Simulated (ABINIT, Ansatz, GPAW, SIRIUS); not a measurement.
# MoS2: programs and potentials compared

```xyz
3
Lattice="3.2275 0.0000 0.0000 -1.6137 2.7951 0.0000 0.0000 0.0000 6.3125" Properties=species:S:1:pos:R:3 pbc="T T T"
Mo    0.0102   -0.0511    3.1518
S     1.5961    0.9007    4.7232
S    -0.0311    1.9199    1.5943
```

The cell comes from a database or a generator and needn't be the stable form of this composition.

Atoms were shifted at random by some hundredths of an Å from the given cell, which wasn't relaxed again for these runs.

Alike in all runs: task single point; functional PBEsol; k mesh 9 × 9 × 4; occupations fermi-dirac, width 0.05 eV; no spin polarisation; no spin-orbit coupling. Pressure is positive in compression and, in plane waves, holds the error of the finite cutoff, which Ansatz's Pulay term estimates and takes out.

| program and potentials | plane-wave cutoff (eV) | notes | pressure (GPa) | largest force (eV/Å) | energy over the undisturbed cell (meV/atom) |
| --- | --- | --- | --- | --- | --- |
| Ansatz, Ansatz PAW | 420 | potentials made for PBE, which Ansatz adapts in part | -4.83 | 0.555 | 12.06 |
| GPAW, PAW data sets generated for this functional | 600 | - | -4.91 | 0.552 | 12.03 |
| ABINIT, PseudoDojo NC SR PBEsol v0.4.1 standard | 1088 | - | -4.77 | 0.556 | - |
| Ansatz, all-electron LAPW, scalar-relativistic | - | - | -4.81 | 0.556 | - |
| SIRIUS, PseudoDojo 0.4.1 PBEsol standard (scalar relativistic) | 1102 | - | -4.77 | 0.556 | 12.01 |

Force on atom 3 (S), eV/Å:

| program and potentials | x | y | z |
| --- | --- | --- | --- |
| Ansatz, Ansatz PAW | 0.204 | -0.503 | 0.118 |
| GPAW, PAW data sets generated for this functional | 0.202 | -0.500 | 0.117 |
| ABINIT, PseudoDojo NC SR PBEsol v0.4.1 standard | 0.205 | -0.505 | 0.110 |
| Ansatz, all-electron LAPW, scalar-relativistic | 0.204 | -0.503 | 0.119 |
| SIRIUS, PseudoDojo 0.4.1 PBEsol standard (scalar relativistic) | 0.205 | -0.505 | 0.110 |

The pressure spans -4.91 (GPAW, PAW data sets generated for this functional) to -4.77 GPa (SIRIUS, PseudoDojo 0.4.1 PBEsol standard (scalar relativistic)), with all-electron results at -4.81.

The functional is the same throughout but for its coding, so the spread measures potentials, basis and numerics; runs on potential files found faulty are left out.
